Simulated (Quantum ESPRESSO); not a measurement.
A run of Quantum ESPRESSO 7.5 is set up as follows.

pw.in

```
&CONTROL
  calculation = 'scf'
  prefix = 'pwscf'
  outdir = './tmp'
  pseudo_dir = './pseudo'
  tprnfor = .true.
  tstress = .true.
  disk_io = 'nowf'
/
&SYSTEM
  ibrav = 0
  nat = 1
  ntyp = 1
  ecutwfc = 55
  ecutrho = 440
  nbnd = 6
  occupations = 'smearing'
  smearing = 'fd'
  degauss = 0.00367493
/
&ELECTRONS
  conv_thr = 2d-10
  electron_maxstep = 120
  mixing_beta = 0.5
/
ATOMIC_SPECIES
B     10.8100 b_pbe_v1.4.uspp.F.UPF
CELL_PARAMETERS angstrom
   1.9049750000    0.0031930000   -0.0199120000
   0.0031930000    1.8640640000    0.0003960000
  -0.0199120000    0.0003960000    1.8871180000
ATOMIC_POSITIONS crystal
B      0.4999830000    0.5183830000    0.5137780000
K_POINTS automatic
14 14 14 0 0 0
```

Potentials or basis: SSSP 1.3 efficiency PBE.

The run is started by

```console
$ OMP_NUM_THREADS=1 pw.x -in pw.in > pw.out
```

Task: What does it give for the pressure?

Result: 0.0 GPa.

Task: Estimate the band gap on the k mesh.

Result: None (metal or under the smearing width).

Stress tensor (GPa, compression positive):
```
-1.97  1.04 -3.92
 1.04  3.04  0.20
-3.92  0.20 -1.05
```
